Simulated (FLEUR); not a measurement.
MnO:

```
Mn O
1.0
     0.00000    2.22391    2.22391
     2.22391    0.00000    2.22391
     2.22391    2.22391    0.00000
Mn O
1 1
Direct
  0.00000 0.00000 0.00000
  0.50000 0.50000 0.50000
```

The cell is a database's computed one.

Base run:

* Program: FLEUR MaX-R8.1 (later development tree)
* Functional: PBEsol
* Potentials or basis: all-electron
* Basis: FLAPW
* Kmax: 4.5 1/bohr
* k mesh: 8 × 8 × 8
* Occupations: fermi-dirac, width 0.05 eV
* Spin: collinear spin, ferromagnetic start
* Starting moments: [4.0, 0.0] μB
* Hubbard terms: Mn d U = 5 eV

Its results: band gap on the k mesh 0.21 eV, indirect (least direct gap 2.59 eV); net moment 5.00 μB per cell; site moments Mn +4.55; O +0.16 μB.

Problem. The run is repeated on the same cell with these changes: hubbard terms from Mn d U = 5 eV to Mn d U = 2 eV. What comes out?

Solution. Band gap on the k mesh none (metal or under the smearing width); net moment 4.99 μB per cell; site moments Mn +4.47; O +0.21 μB.

Caveats: a cell with one magnetic atom can't hold antiferromagnetic order, which such compounds often take.

A k mesh can miss the band edges.
